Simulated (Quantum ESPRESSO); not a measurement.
**HfO2: zone-centre phonons and dielectric response under several settings**

```
Hf O
1.0
     0.00000    2.55750    2.55750
     2.55750    0.00000    2.55750
     2.55750    2.55750    0.00000
Hf O
1 2
Direct
  0.00000 0.00000 0.00000
  0.75000 0.75000 0.75000
  0.25000 0.25000 0.25000
```

Measurements of this composition are mostly on another form, of space group No. 14.

All runs used Quantum ESPRESSO 7.5; k mesh 4 × 4 × 4, shifted; relaxed cell; no spin polarisation; cutoff 612 eV; occupations smeared at first, fixed for the response.

| level | potentials | volume (Å³/atom) | lowest optical mode without the field (cm⁻¹) | highest optical mode without the field (cm⁻¹) | highest mode with the field (cm⁻¹) | ε∞ (mean) | ε0 (mean) | Born charge of atom 1 (e) |
| --- | --- | --- | --- | --- | --- | --- | --- | --- |
| LDA | GBRV 1.5 LDA | 10.35 | 263 | 605 | 640 | 5.24 | 31.0 | 5.53 |
| PBE | GBRV 1.5 PBE | 10.94 | 227 | 570 | 612 | 5.17 | 37.5 | 5.50 |
| WC | GBRV 1.5 PBE | 10.65 | 249 | 587 | 625 | 5.25 | 33.0 | 5.51 |
| AM05 | GBRV 1.5 PBE | 10.63 | 241 | 584 | 623 | 5.26 | 35.1 | 5.53 |
| PW91 | GBRV 1.5 PBE | 10.92 | 225 | 573 | 612 | 5.17 | 38.1 | 5.50 |
| vdW-DF-cx | GBRV 1.5 PBE | ? | ? | ? | ? | ? | ? | ? |

Problem. What stands in the row left open?

Solution. Volume 10.63 Å³/atom; lowest optical mode without the field 253 cm⁻¹; highest optical mode without the field 592 cm⁻¹; highest mode with the field 629 cm⁻¹; ε∞ 5.23; ε0 32.4; Born charge of atom 1 5.52 e.

Caveats: the potentials were made for another functional, which shifts forces and pressure (some runs).

For the row left open. Caveat: the potentials were made for another functional, which shifts forces and pressure.
